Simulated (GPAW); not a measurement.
A run of GPAW 26.7.0 is set up as follows.

The input run.py:

```python
from ase import Atoms
from ase.dft.bandgap import bandgap
from ase.io import write
from ase.units import GPa
from gpaw import GPAW, PW

atoms = Atoms(['Sb', 'Ga'],
              cell=[[0.0, 3.059, 3.059],
                    [3.059, 0.0, 3.059],
                    [3.059, 3.059, 0.0]],
              scaled_positions=[[0.75, 0.75, 0.75],
                                [0.0, 0.0, 0.0]],
              pbc=True)

calc = GPAW(mode=PW(600),
            xc='PBE',
            kpts={'size': (8, 8, 8), 'gamma': True},
            occupations={'name': 'methfessel-paxton', 'order': 0, 'width': 0.015},
            nbands=18,
            convergence={'density': 1e-05, 'energy': 1e-05},
            maxiter=150,
            txt='gpaw.txt')
atoms.calc = calc
energy = atoms.get_potential_energy()
forces = atoms.get_forces()
stress = atoms.get_stress()
calc.write('gs.gpw')
write('result.traj', atoms)
print(f'Energy: {energy:.6f} eV')
print('Forces (eV/A):')
print(forces.round(4))
print('Stress (GPa):', (stress / GPa).round(3))
print('Fermi level:', round(calc.get_fermi_level(), 4), 'eV')
print(f'Gap: {bandgap(calc)[0]:.4f} eV, direct: {bandgap(calc, direct=True)[0]:.4f} eV')
```

Potentials or basis: GPAW PAW data sets (gpaw-data 1.2.1), pw.

Run with:

```console
$ OMP_NUM_THREADS=1 python run.py
```

Q: Estimate the band gap on the k mesh.

A: 0.09 eV, direct.

Q: Estimate the pressure.

A: 2.3 GPa.

Caveat: spin-orbit coupling is left out, which moves the levels of the heavy elements.

**Measured values to compare with.**

From a printed reference work, data compilation, for a bulk crystal of GaSb at 4.2 K: band gap 0.811 eV (direct).

A measured gap of GaSb is 0.811 eV (direct; 4.2 K; a printed reference work, data compilation); the calculated 0.09 eV misses it by -0.72 eV. Spin-orbit coupling on Ga, Sb is left out. The value is that of PBE on a finite k mesh, which can miss the band edges, without temperature or zero-point motion. Semilocal functionals fall short of measured gaps as a rule.
